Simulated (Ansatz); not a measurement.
# Ge: the cost of one run

Program: Ansatz 0.2.0. Level of theory: DFT PBE, scalar-relativistic, plane waves, PAW. These are calculated values, not measurements.

1 further run of the same task is left out (it didn't finish).

## 1. The structure to begin with

It takes space group Fm-3m (No. 225, cubic). The conventional cell has a = 4.197 Å, b = 4.197 Å, c = 4.197 Å, α = 90.00°, β = 90.00°, γ = 90.00°. Ge (site symmetry m-3m) is surrounded by 12 Ge at 2.97 Å.

Coordinates:

```xyz
1
Lattice="0.0000 2.0984 2.0984 2.0984 0.0000 2.0984 2.0984 2.0984 0.0000" Properties=species:S:1:pos:R:3 pbc="T T T"
Ge    0.0000    0.0000    0.0000
```

The structure comes from the Materials Project (structure only).

## 2. A change within a subgroup

What differs from the listed cell: strain xx, yy, zz, yz, xz, xy = -0.9, -0.9, +0.6, +0.0, +0.0, +0.0 %.

input.yaml

```yaml
crystal:
  lattice:
    - [0.0, 2.0798739688, 2.1113493766]
    - [2.0798739688, 0.0, 2.1113493766]
    - [2.0798739688, 2.0798739688, 0.0]
  atoms:
    - { symbol: Ge, position: [0.0, 0.0, 0.0] }
basis:
  ecutwfc: 420
kpoints:
  mp_grid: { grid: [16, 16, 16] }
hamiltonian:
  xc: pbe
scf:
  occupations: { method: gaussian, width: 0.1 }
output:
  forces: true
  stress: true
  eigenvalues: true
```

Command:

```bash
$ ansatz run input.yaml --threads 1 --pin off --max-ram 1331MiB --backend cpu --events-out ev --progress --plain --runs-dir out
```

**Question.** How long does this run take on 1 thread of an x86-64 CPU, shared host, and how much memory does it need?

About 9.3 s, with a peak of 0.37 GiB.
